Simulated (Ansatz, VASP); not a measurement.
One calculation of Sn, two programs

```
CELL_PARAMETERS angstrom
0.00000 2.51424 2.51504
2.20894 0.00000 2.51504
2.20894 2.51424 0.00000
ATOMIC_POSITIONS crystal
Sn 0.50000 0.50000 0.50000
```

Alike in both runs: functional PBE; k mesh 16 × 16 × 16; occupations gaussian, width 0.1 eV; no spin polarisation.

Ansatz relaxed the structure, and its values are those at the end. VASP's run is a single point on that final structure, the one shown.

|  | VASP | Ansatz |
| --- | --- | --- |
| version | VASP 6.6.1 | Ansatz 0.2.0 |
| potentials or method | VASP PAW PBE potentials, release 64 (Sn_d) | scalar-relativistic, plane waves, PAW |
| plane-wave cutoff (eV) | 520 | 420 |
| valence electrons in the cell | 14 | 14 |

VASP gave:

```
gap on the k mesh at the Fermi level (eV) : none
pressure (GPa)                            : -0.1
```

Q: Which values does Ansatz return?

A: gap on the k mesh at the Fermi level (eV): none; pressure (GPa): 0.0.

A gap of «none» marks a metal or a gap that the smearing closes. The functional is the same, so the differences come from potentials, cutoffs and numerics.
